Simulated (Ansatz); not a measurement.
**SnO — 17O NMR of the central transition**

Cell: an entry of the Crystallography Open Database (COD), its atoms then relaxed with PBE in this cell.

```
CELL_PARAMETERS angstrom
2.50000 -2.86000 0.00000
2.50000 2.86000 0.00000
0.00000 0.00000 11.12000
ATOMIC_POSITIONS crystal
Sn 0.00006 0.99994 0.98582
Sn 0.99994 0.00006 0.48582
Sn 0.49968 0.50032 0.27117
Sn 0.50032 0.49968 0.77117
O 0.99981 0.50000 0.37851
O 0.00019 0.50000 0.87851
O 0.50000 0.00019 0.37851
O 0.50000 0.99981 0.87851
```

Atom numbers follow the list; atoms alike are taken as one site, whose name carries the number of the first.

Level of theory: DFT, PBEsol, plane waves and PAW, scalar-relativistic, 420 eV cutoff, Γ-centred 8×8×3 k-points, Fermi–Dirac smearing 0.02 eV (Ansatz 0.2.0).

17O has I = 5/2 and Q = -25.58 mb (Pyykkö 2018); at 28.2 T its Larmor frequency is ν₀ = 162.8 MHz. Only the quadrupole interaction is simulated: positions count from each site's isotropic chemical shift, and J coupling is left out, as are shift anisotropy and dipolar coupling, which fast spinning averages.

Q: What does the 17O spectrum (fast magic-angle spinning) show for each site?

A: 

```
site     first shell  C_Q (MHz)     η  P_Q (MHz)  δ_QIS (ppm)  breadth (kHz)
   O  4 Sn at 2.24 Å       3.09  0.42       3.18        -2.29          0.864
```

δ_QIS = −(ν_Q²/30ν₀²)[I(I+1) − 3/4](1 + η²/3) × 10⁶ ppm with ν_Q = 3|C_Q|/[2I(2I−1)]; it falls as 1/B₀² in ppm, and the breadth as 1/B₀ in kHz.

At this cell the PBEsol pressure is -1.4 GPa (principal stresses up to 10 GPa in size), so it isn't the equilibrium cell of PBEsol. The largest force is 0.3 eV/Å, so the atoms aren't at the calculated equilibrium and relaxing them would move these values. Without spin–orbit coupling (the program notes it for Sn) the gradients can shift somewhat, as the gap is small. The database positions were far from equilibrium, so the relaxed structure may not be the compound's real one.

Hardware: 1 thread of Intel Xeon 6975P-C (Granite Rapids) (x86_64; 16 cores open to the job, memory cap 3.0 GiB, no GPU), a shared host with a load of 0.5 a core. Wall time 19 s, CPU time 18 s, peak memory 0.52 GiB.
